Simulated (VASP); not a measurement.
# Tl (P6_3/mmc) in VASP: settings compared

One crystal, Tl, is run at these levels: PBEsol, LDA; tasks: single point.

Program: VASP 6.6.1. These are calculated values, not measurements. Logs are shortened: lines on timing, memory, paths and dates and some standing lists are left out, and cuts for length are marked.

### 1 The structure

It takes space group P6_3/mmc (No. 194, hexagonal). The conventional cell has a = 3.456 Å, b = 3.456 Å, c = 5.525 Å, α = 90.00°, β = 90.00°, γ = 120.00°. Tl (site symmetry -6m2) is surrounded by 12 Tl at 3.41 to 3.46 Å.

### 2 Single point, PBEsol

Contents of INCAR:

```
PREC = Accurate ; ENCUT = 550
EDIFF = 1E-6 ; ISMEAR = 1
SIGMA = 0.1 ; LREAL = F
LASPH = T ; NELM = 100
ALGO = Normal ; ISIF = 2
LWAVE = F ; LCHARG = F
GGA = PS ; NBANDS = 20
ADDGRID = F
```

Contents of KPOINTS:

```
Automatic mesh
0
Gamma
  21 21 12
```

Contents of POSCAR:

```
Tl
1.0
    3.4560000000      0.0000000000      0.0000000000
   -1.7280000000      2.9929837955      0.0000000000
    0.0000000000      0.0000000000      5.5250000000
Tl
2
Direct
    0.6666666667      0.3333333333      0.7500000000
    0.3333333333      0.6666666667      0.2500000000
```

Potentials or basis: VASP PAW PBE potentials, release 64 (Tl_d).

Run with:

```console
$ cat potpaw_PBE.64/Tl_d/POTCAR > POTCAR
$ mpirun -np 1 vasp_std > vasp.out
```

OUTCAR:

```text
PREC = Accurate
   ENCUT = 550
   EDIFF = 1E-6
   ISMEAR = 1
   LREAL = F
   LASPH = T
   NELM = 100
   ISIF = 2
   GGA = PS

 Found    336 irreducible k-points:

 Following reciprocal coordinates:
            Coordinates               Weight
  0.000000  0.000000  0.000000      1.000000
  0.047619  0.000000  0.000000      6.000000
  0.095238 -0.000000  0.000000      6.000000
  0.142857 -0.000000  0.000000      6.000000
  0.190476 -0.000000  0.000000      6.000000
  0.238095 -0.000000  0.000000      6.000000
   k-points           NKPTS =    336   k-points in BZ     NKDIM =    336   number of bands    NBANDS=     20
   number of dos      NEDOS =    301   number of ions     NIONS =      2
   total plane-waves  NPLWV =  32928
   dimension x,y,z NGX =    28 NGY =   28 NGZ =   42
   dimension x,y,z NGXF=    56 NGYF=   56 NGZF=   84
   ions per type =               2
   NGX,Y,Z   is equivalent  to a cutoff of  13.47, 13.47, 12.64 a.u.
   NGXF,Y,Z  is equivalent  to a cutoff of  26.94, 26.94, 25.28 a.u.
 SYSTEM =  unknown system
   PREC   = accura    normal or accurate (medium, high low for compatibility)
   ISTART =      0    job   : 0-new  1-cont  2-samecut
   ICHARG =      2    charge: 1-file 2-atom 10-const
   ISPIN  =      1    spin polarized calculation?
   LNONCOLLINEAR =      F non collinear calculations
   LSORBIT =      F    spin-orbit coupling
   LASPH  =      T    aspherical Exc in radial PAW
   ENCUT  =  550.0 eV  40.42 Ry    6.36 a.u.   6.61  6.61 10.57*2*pi/ulx,y,z
   NELM   =    100;   NELMIN=  2; NELMDL= -5     # of ELM steps
   EDIFF  = 0.1E-05   stopping-criterion for ELM
   LREAL  =      F    real-space projection
   EDIFFG = 0.1E-04   stopping-criterion for IOM
   NSW    =      0    number of steps for IOM
   IBRION =     -1    ionic relax: 0-MD 1-quasi-New 2-CG
   NFREE  =      0    steps in history (QN), initial steepest desc. (CG)
   ISIF   =      2    stress and relaxation
   ISYM   =      2    0-nonsym 1-usesym 2-fastsym
   POTIM  = 0.5000    time-step for ionic-motion
   TEBEG  =    0.0;   TEEND  =   0.0 temperature during run
   PSTRESS=    0.0 pullay stress
   NELECT =      26.0000    total number of electrons
   NUPDOWN=      -1.0000    fix difference up-down
   EMIN   =  10.00;   EMAX   =-10.00  energy-range for DOS
   EFERMI =   0.00;   METHOD = LEGACY
   ISMEAR =     1;   SIGMA  =   0.10  broadening in eV -4-tet -1-fermi 0-gaus
   EFERMI_NEDOS =   21; number of points for ismear=-14 and -15
   IALGO  =     38    algorithm
   IMIX   =      4    mixing-type and parameters
     AMIX     =   0.40;   BMIX     =  1.00
     AMIX_MAG =   1.60;   BMIX_MAG =  1.00
  volume/ion in A,a.u.               =      28.57       192.83
  Fermi-wavevector in a.u.,A,eV,Ry     =   1.259107  2.379366 21.569987  1.585349
  Thomas-Fermi vector in A             =   2.392683
   LORBIT       =      0    0 simple, 1 ext, 2 COOP (PROOUT), +10 PAW based schemes
   GGA     = PS    functional components
   LHFCALC =     F    Hartree Fock is set to
   AEXX    =    0.0000 exact exchange contribution
   IVDW    =     0    specifies the selected vdW correction
   LEPSILON=     F    determine dielectric tensor
   LRPA    =     F    only Hartree local field effects (RPA)
 non-spin polarized calculation
 Methfessel and Paxton  Order N= 1 SIGMA  =   0.10
  energy-cutoff  :      550.00
  volume of cell :       57.15
 maximum number of plane-waves:      1713
 NGX is ok and might be reduce to    28
   NGX = 13   NGY = 13   NGZ = 21

 number of electron      26.0000004 magnetization

 Free energy of the ion-electron system (eV)
  ---------------------------------------------------
  ext. energy  EPLUGINS =         0.00000000
  ---------------------------------------------------
  free energy    TOTEN  =        -5.26188842 eV

  energy without entropy =       -5.26206419  energy(sigma->0) =       -5.26194701

 E-fermi :   6.3940     XC(G=0): -10.3704

 val. band max:        6.3761356050   @ k =   0.2381   0.1429   0.2500
 cond. band min:       6.3968679287   @ k =   0.1429   0.0476   0.2500
 fundamental gap:      0.0207323237
 Fermi energy:         6.3939697982

 k-point     1 :       0.0000    0.0000    0.0000
  band No.  band energies     occupation
      1      -5.3576      2.00000
      2      -5.1216      2.00000
      3      -5.1025      2.00000
      4      -5.1025      2.00000
      5      -5.0483      2.00000
      6      -5.0483      2.00000
      7      -4.9837      2.00000
      8      -4.9837      2.00000
      9      -4.6431      2.00000
     10      -4.6431      2.00000
     11      -3.6812      2.00000
     12       1.2747      2.00000
     13       3.5189      2.00000
     14      14.3632      0.00000
     15      14.3632      0.00000
     16      16.4482      0.00000
     17      16.4482      0.00000
     18      16.6523      0.00000
     19      17.1972      0.00000
     20      17.3059      0.00000

 k-point     2 :       0.0476    0.0000    0.0000
  band No.  band energies     occupation
      1      -5.3491      2.00000
      2      -5.1366      2.00000
      3      -5.0925      2.00000
      4      -5.0856      2.00000
      5      -5.0491      2.00000
      6      -5.0391      2.00000
      7      -4.9894      2.00000
      8      -4.9883      2.00000
      9      -4.6531      2.00000
     10      -4.6412      2.00000
     11      -3.6383      2.00000
     12       1.3016      2.00000
     13       3.5753      2.00000
     14      13.7713      0.00000
     15      14.1305      0.00000
     16      15.8289      0.00000
     17      16.6051      0.00000
     18      17.2049      0.00000
     19      17.2990      0.00000
     20      17.5080      0.00000

 k-point     3 :       0.0952   -0.0000    0.0000
  band No.  band energies     occupation
      1      -5.3279      2.00000
      2      -5.1567      2.00000
      3      -5.0636      2.00000
      4      -5.0620      2.00000
      5      -5.0472      2.00000
      6      -5.0120      2.00000
      7      -5.0065      2.00000
      8      -5.0015      2.00000
      9      -4.6809      2.00000
     10      -4.6358      2.00000
     11      -3.5083      2.00000
     12       1.3830      2.00000
     13       3.7426      2.00000
     14      12.5483      0.00000
     15      13.6099      0.00000
     16      15.1466      0.00000
     17      16.8447      0.00000
     18      17.1673      0.00000
     19      17.2154      0.00000
     20      17.9822      0.00000

 k-point     4 :       0.1429   -0.0000    0.0000
  band No.  band energies     occupation
      1      -5.3094      2.00000
      2      -5.1669      2.00000
      3      -5.0649      2.00000
      4      -5.0350      2.00000
      5      -5.0212      2.00000
      6      -5.0178      2.00000
      7      -5.0136      2.00000
      8      -4.9691      2.00000
      9      -4.7211      2.00000
     10      -4.6284      2.00000
     11      -3.2884      2.00000
     12       1.5201      2.00000
     13       4.0152      2.00000
     14      11.1791      0.00000
     15      13.0041      0.00000
     16      14.3371      0.00000
     17      16.5572      0.00000
     18      16.5925      0.00000
     19      16.8618      0.00000
     20      18.3631      0.00000

 k-point     5 :       0.1905   -0.0000    0.0000
  band No.  band energies     occupation
      1      -5.3151      2.00000
      2      -5.1579      2.00000
      3      -5.0745      2.00000
      4      -5.0702      2.00000
      5      -5.0450      2.00000
      6      -4.9664      2.00000
      7      -4.9590      2.00000
      8      -4.9135      2.00000
      9      -4.7666      2.00000
     10      -4.6201      2.00000
     11      -2.9768      2.00000
     12       1.7139      2.00000
     13       4.3846      2.00000
     14       9.8086      0.00000
     15      12.4005      0.00000
     16      13.3221      0.00000
     17      15.6509      0.00000
     18      15.9063      0.00000
     19      16.5957      0.00000
     20      17.9847      0.00000

 k-point     6 :       0.2381   -0.0000    0.0000
  band No.  band energies     occupation
      1      -5.3428      2.00000
      2      -5.1550      2.00000
      3      -5.1229      2.00000
      4      -5.0704      2.00000
      5      -5.0542      2.00000
      6      -4.9109      2.00000
      7      -4.8922      2.00000
      8      -4.8493      2.00000
      9      -4.8109      2.00000
     10      -4.6122      2.00000
     11      -2.5736      2.00000
     12       1.9605      2.00000
     13       4.8406      2.00000
     14       8.4938      0.00000
     15      11.8385      0.00000
     16      12.1590      0.00000
     17      14.6094      0.00000
     18      15.4354      0.00000
     19      16.1742      0.00000
     20      17.4876      0.00000

 [... further k-points ...]
[... 5 lines left out ...]
  --------------------------------------------------------------------------------------
  -------------------------------------------------------------------------------------
  Total        0.0059359      0.0059359     -0.0764876      0.0000000     -0.0000000     -0.0000000
  in kB        0.1664137      0.1664137     -2.1443277      0.0000000     -0.0000000     -0.0000000
  external PRESSURE =      -0.6038334 kB  Pullay stress =       0.0000000 kB

 VOLUME and BASIS-vectors are now :
 -----------------------------------------------------------------------------
  energy-cutoff  :      550.00
  volume of cell :       57.15
      direct lattice vectors                 reciprocal lattice vectors
     3.456000000  0.000000000  0.000000000     0.289351852  0.167057370  0.000000000
    -1.728000000  2.992983795  0.000000000     0.000000000  0.334114739  0.000000000
     0.000000000  0.000000000  5.525000000     0.000000000  0.000000000  0.180995475

 POSITION                                       TOTAL-FORCE (eV/Angst)
 -----------------------------------------------------------------------------------
      1.72800      0.99766      4.14375         0.000000     -0.000000      0.000000
     -0.00000      1.99532      1.38125        -0.000000      0.000000      0.000000
 -----------------------------------------------------------------------------------
    total drift:                               -0.000000      0.000000     -0.000000

  FREE ENERGIE OF THE ION-ELECTRON SYSTEM (eV)
  ---------------------------------------------------
  free  energy   TOTEN  =        -5.2618884151 eV

  energy  without entropy=       -5.2620641894  energy(sigma->0) =       -5.26194701
```

It took 2.3 min on 1 thread of Intel Xeon Platinum 8488C (Sapphire Rapids), shared host; peak memory 0.43 GiB.

These settings aren't checked as converged: the numbers below hold their error.

Results:

```yaml
Free_energy: -5.2619 eV
Pressure: -0.1 GPa
Band_gap_on_the_k_mesh: none (metal or under the smearing width)
```

Caveat: the PAW data sets were made with another functional, which shifts forces and pressure a little.

### 3 Single point, LDA

Contents of INCAR:

```
ALGO     = Fast           # electronic algorithm
EDIFF    = 1E-7           # SCF threshold, eV
ENCUT    = 520            # plane-wave cutoff, eV
ISIF     = 2              # what is computed and relaxed
ISMEAR   = 0              # smearing method
LASPH    = T              # aspherical terms in the spheres
LCHARG   = T              # write CHGCAR
LELF     = T              # ELF
LREAL    = F              # projectors in reciprocal space
LVHAR    = T            
LWAVE    = F              # write WAVECAR
NELM     = 60             # most SCF steps
PREC     = Accurate       # precision mode
SIGMA    = 0.1            # smearing width, eV
```

Contents of KPOINTS:

```
k-points
0
Gamma
  9 9 5
```

Contents of POSCAR:

```
Tl
1.0
    3.4560000000      0.0000000000      0.0000000000
   -1.7280000000      2.9929837955      0.0000000000
    0.0000000000      0.0000000000      5.5250000000
Tl
2
Cartesian
    1.7280000002      0.9976612651      4.1437500000
   -0.0000000002      1.9953225304      1.3812500000
```

Potentials or basis: VASP PAW LDA potentials, release 54 (Tl_d).

Run with:

```console
$ cat potpaw_LDA.54/Tl_d/POTCAR > POTCAR
$ mpirun -np 1 vasp_std > vasp.out
```

OUTCAR:

```text
EDIFF = 1E-7
   ENCUT = 520
   ISIF = 2
   ISMEAR = 0
   LASPH = T
   LREAL = F
   NELM = 60
   PREC = Accurate

 ion  position               nearest neighbor table
   1  0.667  0.333  0.750-   2 3.41   2 3.41   2 3.41   2 3.41   2 3.41   2 3.41
   2  0.333  0.667  0.250-   1 3.41   1 3.41   1 3.41   1 3.41   1 3.41   1 3.41

  LATTYP: Found a hexagonal cell.
 ALAT       =     3.4560000000
 C/A-ratio  =     1.5986689815

  Lattice vectors:

 A1 = (   3.4560000000,   0.0000000000,   0.0000000000)
 A2 = (  -1.7280000000,   2.9929837955,   0.0000000000)
 A3 = (   0.0000000000,   0.0000000000,   5.5250000000)

Analysis of symmetry for initial positions (statically):
=====================================================================
 Subroutine PRICEL returns:
 Original cell was already a primitive cell.

 Routine SETGRP: Setting up the symmetry group for a
 hexagonal supercell.

 Subroutine GETGRP returns: Found 24 space group operations
 (whereof 12 operations were pure point group operations)
 out of a pool of 24 trial point group operations.

The static configuration has the point symmetry D_3d.
 The point group associated with its full space group is D_6h.

Analysis of symmetry for dynamics (positions and initial velocities):
=====================================================================
 Subroutine PRICEL returns:
 Original cell was already a primitive cell.

 Routine SETGRP: Setting up the symmetry group for a
 hexagonal supercell.

 Subroutine GETGRP returns: Found 24 space group operations
 (whereof 12 operations were pure point group operations)
 out of a pool of 24 trial point group operations.

The dynamic configuration has the point symmetry D_3d.
 The point group associated with its full space group is D_6h.

 Subroutine INISYM returns: Found 24 space group operations
[... 109 lines left out ...]
   NUPDOWN=      -1.0000    fix difference up-down
   EMIN   =  10.00;   EMAX   =-10.00  energy-range for DOS
   EFERMI =   0.00;   METHOD = LEGACY
   ISMEAR =     0;   SIGMA  =   0.10  broadening in eV -4-tet -1-fermi 0-gaus
   EFERMI_NEDOS =   21; number of points for ismear=-14 and -15
   IALGO  =     68    algorithm
   IMIX   =      4    mixing-type and parameters
     AMIX     =   0.40;   BMIX     =  1.00
     AMIX_MAG =   1.60;   BMIX_MAG =  1.00
  volume/ion in A,a.u.               =      28.57       192.83
  Fermi-wavevector in a.u.,A,eV,Ry     =   1.259107  2.379366 21.569987  1.585349
  Thomas-Fermi vector in A             =   2.392683
   LORBIT       =      0    0 simple, 1 ext, 2 COOP (PROOUT), +10 PAW based schemes
   GGA     = CA    functional components
   LHFCALC =     F    Hartree Fock is set to
   AEXX    =    0.0000 exact exchange contribution
   IVDW    =     0    specifies the selected vdW correction
   LEPSILON=     F    determine dielectric tensor
   LRPA    =     F    only Hartree local field effects (RPA)
 non-spin polarized calculation
 RMM-DIIS sequential band-by-band and
 Gauss-broadening in eV      SIGMA  =   0.10
  energy-cutoff  :      520.00
  volume of cell :       57.15
 maximum number of plane-waves:      1558
 NGX is ok and might be reduce to    28
   NGX = 13   NGY = 13   NGZ = 21

 number of electron      26.0000004 magnetization

 Free energy of the ion-electron system (eV)
  ---------------------------------------------------
  ext. energy  EPLUGINS =         0.00000000
  ---------------------------------------------------
  free energy    TOTEN  =        -5.83478768 eV

  energy without entropy =       -5.82469902  energy(sigma->0) =       -5.82974335

 E-fermi :   6.2579     XC(G=0): -10.5073

 val. band max:        6.2416065915   @ k =   0.2222   0.2222   0.4000
 cond. band min:       6.2917948660   @ k =   0.2222   0.1111   0.2000
 fundamental gap:      0.0501882745
 Fermi energy:         6.2579232807

 k-point     1 :       0.0000    0.0000    0.0000
  band No.  band energies     occupation
      1      -5.4628      2.00000
      2      -5.2276      2.00000
      3      -5.2093      2.00000
      4      -5.2093      2.00000
      5      -5.1551      2.00000
      6      -5.1551      2.00000
[... 457 lines left out ...]
      4      -5.0832      2.00000
      5      -5.0830      2.00000
      6      -5.0830      2.00000
[... 9 lines left out ...]
     16       8.3296      0.00000
     17      11.1524      0.00000

 [... further k-points ...]
[... 5 lines left out ...]
  --------------------------------------------------------------------------------------
  -------------------------------------------------------------------------------------
  Total       -0.6723772     -0.6723772     -0.2698353      0.0000000      0.0000000      0.0000000
  in kB      -18.8500782    -18.8500782     -7.5648262      0.0000000      0.0000000      0.0000000
  external PRESSURE =     -15.0883275 kB  Pullay stress =       0.0000000 kB

 VOLUME and BASIS-vectors are now :
 -----------------------------------------------------------------------------
  energy-cutoff  :      520.00
  volume of cell :       57.15
      direct lattice vectors                 reciprocal lattice vectors
     3.456000000  0.000000000  0.000000000     0.289351852  0.167057370  0.000000000
    -1.728000000  2.992983795  0.000000000     0.000000000  0.334114739  0.000000000
     0.000000000  0.000000000  5.525000000     0.000000000  0.000000000  0.180995475

 POSITION                                       TOTAL-FORCE (eV/Angst)
 -----------------------------------------------------------------------------------
      1.72800      0.99766      4.14375        -0.000000      0.000000     -0.000000
     -0.00000      1.99532      1.38125         0.000000      0.000000      0.000000
 -----------------------------------------------------------------------------------
    total drift:                               -0.000000      0.000000      0.000000

  FREE ENERGIE OF THE ION-ELECTRON SYSTEM (eV)
  ---------------------------------------------------
  free  energy   TOTEN  =        -5.8347876780 eV

  energy  without entropy=       -5.8246990167  energy(sigma->0) =       -5.82974335
```

OSZICAR:

```text
N       E                     dE             d eps       ncg     rms          rms(c)
DAV:   1     0.128130296572E+03    0.12813E+03   -0.14558E+04  1224   0.144E+03
DAV:   2    -0.373080807337E+01   -0.13186E+03   -0.13028E+03  1282   0.297E+02
DAV:   3    -0.588836698552E+01   -0.21576E+01   -0.21444E+01  1534   0.344E+01
DAV:   4    -0.589969141313E+01   -0.11324E-01   -0.11322E-01  1320   0.251E+00
DAV:   5    -0.589982897553E+01   -0.13756E-03   -0.13756E-03  1479   0.291E-01    0.311E+00
RMM:   6    -0.584566049087E+01    0.54168E-01   -0.97551E-02  1234   0.235E+00    0.213E+00
RMM:   7    -0.583593455105E+01    0.97259E-02   -0.51312E-02  1257   0.179E+00    0.739E-01
RMM:   8    -0.583478389919E+01    0.11507E-02   -0.50355E-03  1276   0.558E-01    0.619E-02
RMM:   9    -0.583478722965E+01   -0.33305E-05   -0.18122E-04  1344   0.123E-01    0.181E-02
RMM:  10    -0.583478733089E+01   -0.10125E-06   -0.28552E-05  1357   0.498E-02    0.437E-03
RMM:  11    -0.583478753738E+01   -0.20648E-06   -0.43093E-06  1371   0.169E-02    0.123E-03
RMM:  12    -0.583478766444E+01   -0.12706E-06   -0.12805E-06  1061   0.789E-03    0.131E-03
RMM:  13    -0.583478767795E+01   -0.13511E-07   -0.29127E-07   874   0.333E-03
   1 F= -.58347877E+01 E0= -.58297433E+01  d E =-.100887E-01
```

Run time: 32 s. Hardware: 1 thread of Intel Xeon Platinum 8259CL at 2.50GHz (Skylake/Cascade Lake), shared host; peak memory 0.16 GiB.

What came out:

```yaml
Free_energy: -5.8348 eV
Pressure: -1.5 GPa
Band_gap_on_the_k_mesh: none (metal or under the smearing width)
```

Stress tensor (GPa, compression positive):
```
-1.89  0.00  0.00
 0.00 -1.89  0.00
 0.00  0.00 -0.76
```

Spin-orbit coupling is left out, which matters for the levels of Tl.
